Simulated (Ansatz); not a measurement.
Born–Oppenheimer molecular dynamics of a periodic cell of 39 atoms, Li$_{7}$Nb$_{8}$O$_{24}$ (host LiNbO3, host structure R-3, one Li atom removed), cell charge -1. It goes on from the last frame of an earlier run, with new velocities.

Method: DFT r2SCAN, scalar-relativistic, plane waves, PAW (Ansatz 0.2.0). Settings: cutoff 500 eV, k mesh 1x1x1, fermi-dirac smearing 0.05 eV, no spin polarisation.

```json
{
  "ensemble": "NVE (velocity Verlet)",
  "time step": "1 fs",
  "steps asked": "190",
  "starting velocities drawn for": "650 K",
  "seed": "315721"
}
```

First frame:

```xyz
39
Lattice="-5.3162 -3.0693 4.8810 5.3162 -3.0693 4.8810 0.0000 6.1387 4.8810" Properties=species:S:1:pos:R:3
Li -0.135 -0.046 4.938
Li -0.288 0.193 9.726
Nb -0.023 0.002 2.140
Nb -0.012 -0.016 12.499
O -1.027 1.664 8.305
O -0.972 -1.887 8.490
O 2.128 0.160 8.421
O 1.175 -1.697 6.260
O 0.988 1.915 6.134
O -2.043 -0.088 6.264
Li 0.028 -2.929 9.819
Li 0.312 3.222 4.845
Nb 0.013 -3.050 7.021
Nb -0.008 3.088 7.618
O 4.168 1.786 8.490
O -0.926 1.146 3.540
O -3.362 0.057 8.305
O -4.152 -1.813 6.134
O 0.945 -1.256 11.145
O 3.259 -0.169 6.260
Li 2.658 -1.535 4.832
Nb -2.658 1.535 7.067
Nb 2.658 -1.535 7.637
O 1.589 0.152 3.407
O 1.732 2.834 8.288
O -0.662 -4.521 8.288
O -1.450 -0.377 11.098
O -1.607 -2.603 6.217
O 0.399 4.514 6.217
Li 2.766 1.441 9.819
Li -2.682 -1.881 4.845
Nb 2.668 1.514 7.021
Nb -2.638 -1.537 7.618
O 1.455 -2.841 8.421
O -3.585 2.883 8.305
O -0.538 -1.433 3.609
O -1.560 2.879 6.264
O 3.540 -2.738 6.260
O 0.506 1.433 11.015
```

**Question.** What does the run give?

**Answer.** All steps were run.

| Quantity | Value |
| --- | --- |
| steps done | 190 |
| time covered | 190 fs |
| mean temperature over the second half | 494 K |
| spread of the potential energy over the second half | 5.2 meV per atom |
| mean potential energy of the second half above the start | 19.7 meV per atom |

The conserved energy stayed within 0.059 meV per atom of its start (net change 0.029 meV per atom), so the integration is sound. A run of 0.19 ps of so small a system gives no equilibrium averages. Limits of this set-up: coarse k mesh, no spin, though dangling bonds at a vacancy may carry it, a small cell, in which the defect meets its images, charged cell in a uniform background, uncorrected.

**Question.** What happens to the structure?

**Answer.** Mean squared displacements from the first frame to the last, about the centre of mass: Li 0.19 Å², Nb 0.02 Å², O 0.05 Å². This is one draw of velocities; another would differ in detail.

**Question.** How do temperature and energy run in time?

**Answer.** 
| time (fs) | T (K) | potential energy less start (eV) | conserved less start (meV/atom) |
| --- | --- | --- | --- |
| 0 | 650 | 0.000 | 0.00 |
| 9 | 565 | 0.417 | 0.04 |
| 18 | 548 | 0.502 | 0.02 |
| 27 | 491 | 0.782 | 0.01 |
| 36 | 368 | 1.388 | 0.06 |
| 45 | 436 | 1.049 | 0.01 |
| 54 | 428 | 1.089 | 0.04 |
| 63 | 455 | 0.959 | 0.02 |
| 72 | 442 | 1.021 | 0.03 |
| 81 | 443 | 1.018 | 0.04 |
| 90 | 517 | 0.654 | 0.02 |
| 99 | 538 | 0.549 | 0.01 |
| 108 | 432 | 1.071 | 0.04 |
| 117 | 434 | 1.063 | 0.04 |
| 126 | 535 | 0.565 | 0.01 |
| 135 | 514 | 0.671 | 0.02 |
| 144 | 480 | 0.835 | 0.04 |
| 153 | 554 | 0.471 | 0.00 |
| 162 | 520 | 0.638 | 0.03 |
| 171 | 500 | 0.735 | 0.02 |
| 180 | 466 | 0.905 | 0.02 |
| 189 | 448 | 0.992 | 0.03 |

The run took 29 min on 4 threads of Intel(R) Xeon(R) Platinum 8259CL CPU @ 2.50GHz (Skylake/Cascade Lake), with other jobs on the host, peak memory 1.6 GiB.
